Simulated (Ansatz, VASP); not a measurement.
# CsH in VASP and in Ansatz

Contents of INCAR:

```
SYSTEM = CsH
  ALGO = Normal
  EDIFF = 1E-8
  ENCUT = 520
  GGA = CA
  ISIF = 2
  ISMEAR = -1
  LASPH = .True.
  LCHARG = .False.
  LEFG = .True.
  LREAL = .False.
  LWAVE = .False.
  NBANDS = 12
  NELM = 80
  PREC = Accurate
  SIGMA = 0.01
```

KPOINTS

```
k-points
0
Gamma
  8 8 8
  0 0 0
```

The input POSCAR:

```
CsH
1.0
    3.8184085400      0.0000000000      0.0000000000
    0.0000000000      3.8184085400      0.0000000000
    0.0000000000      0.0000000000      3.8184085400
Cs H
1 1
Direct
    0.0000000000      0.0000000000      0.0000000000
    0.5000000000      0.5000000000      0.5000000000
```

Input for Ansatz:

```yaml
crystal:
  lattice:
    - [3.81840854, 0.0, 0.0]
    - [0.0, 3.81840854, 0.0]
    - [0.0, 0.0, 3.81840854]
  atoms:
    - { symbol: Cs, position: [0.0, 0.0, 0.0] }
    - { symbol: H, position: [0.5, 0.5, 0.5] }
kpoints:
  mp_grid: { grid: [8, 8, 8] }
  band_path:
    path:
      - [0.0, 0.0, 0.0]
      - [0.0, 0.5, 0.0]
      - [0.5, 0.5, 0.0]
      - [0.0, 0.0, 0.0]
      - [0.5, 0.5, 0.5]
      - [0.0, 0.5, 0.0]
      - [0.5, 0.5, 0.5]
      - [0.5, 0.5, 0.0]
    npoints: 5
scf:
  occupations: { method: fermi_dirac, width: 0.01 }
hamiltonian:
  xc: lda
  pseudopotentials: { kind: paw }
output:
  forces: true
  stress: true
  eigenvalues: true
  efg: { contact_densities: true }
```

Alike in both runs: task electric field gradients; functional LDA; k mesh 8 × 8 × 8; occupations fermi-dirac, width 0.01 eV; no spin polarisation.

|  | VASP | Ansatz |
| --- | --- | --- |
| version | VASP 6.6.1 | Ansatz 0.2.0 |
| potentials or method | VASP PAW LDA potentials, release 64 (Cs_sv, H) | PAW with Ansatz's default frozen-core files, scalar-relativistic |
| plane-wave cutoff (eV) | 520 | 420 |
| valence electrons in the cell | 10 | 10 |

|  | VASP | Ansatz | Ansatz less VASP |
| --- | --- | --- | --- |
| gap on the k mesh at the Fermi level (eV) | 2.27 | 2.30 | +0.030 |
| pressure (GPa) | -1.9 | -1.9 | -0.05 |
| Vzz of the field gradient on the site that differs most (V/Å²) | 0.0 | 0.0 | 0.00 |

Ansatz warned: «gradients_without_spin_orbit».

Caveats: spin-orbit coupling is left out, which moves the levels of the heavy elements. A k mesh can miss the band edges.
